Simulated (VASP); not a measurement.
A run of VASP 6.6.1 is set up as follows.

INCAR

```
SYSTEM = Ni
PREC = Accurate ; ENCUT = 520
EDIFF = 1E-7 ; ISMEAR = -1
SIGMA = 0.13605693000000002 ; LREAL = .False.
LASPH = .True. ; NELM = 100
ALGO = Normal ; ISIF = 2
LWAVE = .False. ; LCHARG = .False.
GGA = PE ; NBANDS = 17
```

KPOINTS

```
regular mesh
0
Gamma
  9 9 9
  0 0 0
```

The input POSCAR:

```
Ni
1.0
    0.0000000000      2.5498782461      2.5498782461
    2.5498782461      0.0000000000      2.5498782461
    2.5498782461      2.5498782461      0.0000000000
Ni
2
Direct
    0.0000000000      0.0000000000      0.0000000000
    0.2500000000      0.2500000000      0.2500000000
```

Potentials or basis: VASP PAW PBE potentials, release 64 (Ni).

Launch:

```console
$ cat potpaw_PBE.64/Ni/POTCAR > POTCAR
$ mpirun -np 1 vasp_std > vasp.out
```

Question: Predict the pressure.

Answer: 0.1 GPa.

Question: Estimate the band gap on the k mesh.

Answer: None (metal or under the smearing width).

Caveat: the run has no spin polarisation, though such a crystal can be magnetic. Spin polarisation is off, so any magnetic state and its effect on volume and gap are missing.
